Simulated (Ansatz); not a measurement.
## Ta: levels with and without spin–orbit coupling

```xyz
1
Lattice="0.0000 2.1100 2.1100 2.1100 0.0000 2.1100 2.1100 2.1100 0.0000" Properties=species:S:1:pos:R:3 pbc="T T T"
Ta    0.0000    0.0000    0.0000
```

The cell is COD entry 1534932, as deposited and not checked against the literature; nothing was relaxed.

Methods: DFT, PBE, all-electron LAPW, scalar-relativistic (Ansatz 0.2.0); DFT, PBE, all-electron LAPW, Dirac equation with spin-orbit coupling (Ansatz 0.2.0).

Sampling and basis: a Γ-centred 15×15×15 k mesh, Fermi–Dirac smearing of 0.08 eV, basis error target 0.5 meV/atom, no spin polarisation.

Levels between -6 and 3 eV, each run counted from its own valence-band top where it has a gap, else its Fermi level. Scalar levels are listed once for both spins; with the coupling every spinor state is counted. Levels near the edges of the range can cross them.

Problem. At Γ (0.000, 0.000, 0.000) the scalar-relativistic levels are 0.44 (×3). What are they with spin–orbit coupling?

Solution. 0.35 (×4), 0.76 (×2).

Problem. At L (0.500, 0.500, 0.500) the scalar-relativistic levels are -4.61, 0.22 (×2), 0.68. What are they with spin–orbit coupling?

Solution. -4.56 (×2), 0.06 (×2), 0.50 (×2), 0.64 (×2).
